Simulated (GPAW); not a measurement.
A run of GPAW 26.7.0:

run.py

```python
import numpy as np
from ase import Atoms
from ase.dft.bandgap import bandgap
from ase.io import write
from gpaw import GPAW, PW
from gpaw.response.df import DielectricFunction

atoms = Atoms(['Mo', 'Mo', 'Se', 'Se', 'Se', 'Se'],
              cell=[[3.288, 0.0, 0.0],
                    [-1.644, 2.8474915276, 0.0],
                    [0.0, 0.0, 12.9]],
              scaled_positions=[[0.6666666667, 0.3333333333, 0.75],
                                [0.3333333333, 0.6666666667, 0.25],
                                [0.6666666667, 0.3333333333, 0.375],
                                [0.3333333333, 0.6666666667, 0.875],
                                [0.6666666667, 0.3333333333, 0.125],
                                [0.3333333333, 0.6666666667, 0.625]],
              pbc=True)

calc = GPAW(mode=PW(450),
            xc='LDA',
            kpts={'size': (8, 8, 2), 'gamma': True},
            occupations={'name': 'fermi-dirac', 'width': 0.001},
            nbands=46,
            convergence={'density': 1e-06},
            maxiter=150,
            txt='gpaw.txt')
atoms.calc = calc
energy = atoms.get_potential_energy()
calc.write('gs.gpw')
write('result.traj', atoms)
print(f'Energy: {energy:.6f} eV')
print('Fermi level:', round(calc.get_fermi_level(), 4), 'eV')
print(f'Gap: {bandgap(calc)[0]:.4f} eV, direct: {bandgap(calc, direct=True)[0]:.4f} eV')

for size in [(9, 9, 2), (13, 13, 3)]:
    name = 'x'.join(str(n) for n in size)
    dense = calc.fixed_density(kpts={'size': size, 'gamma': True},
                               nbands=80, convergence={'bands': 74, 'eigenstates': 1e-7},
                               update_fermi_level=True, txt=f'dense-{name}.txt')
    dense.write(f'{name}.gpw', mode='all')
    df = DielectricFunction(f'{name}.gpw', frequencies=np.array([0.0]), hilbert=False, eta=0.001,
                            ecut=80, nbands=74, intraband=False, txt=f'df-{name}.txt')
    for xc in ['RPA', 'LR0.1', 'LR0.2']:
        for direction in ['x', 'y', 'z', [0, 1, 1], [1, 0, 1], [1, 1, 0]]:
            e0, e = df.get_macroscopic_dielectric_constant(xc=xc, direction=direction)
            print(f'{name} {xc} {direction}: {e0:.4f} without, {e:.4f} with local fields')
```

Potentials or basis: the program's PAW data sets (release 1.2.1) made for this functional, pw.

The run is started by

```sh
$ OMP_NUM_THREADS=1 python run.py
```

Hardware: 1 thread of Arm Neoverse V1, with other jobs on the host.

Q: Estimate the wall time of this run.

A: Run time: 13 min on 1 thread of Arm Neoverse V1, with other jobs on the host, peak memory 0.71 GiB. Counts: scf iterations 55, plane waves 2633, bands 46, k points 20.
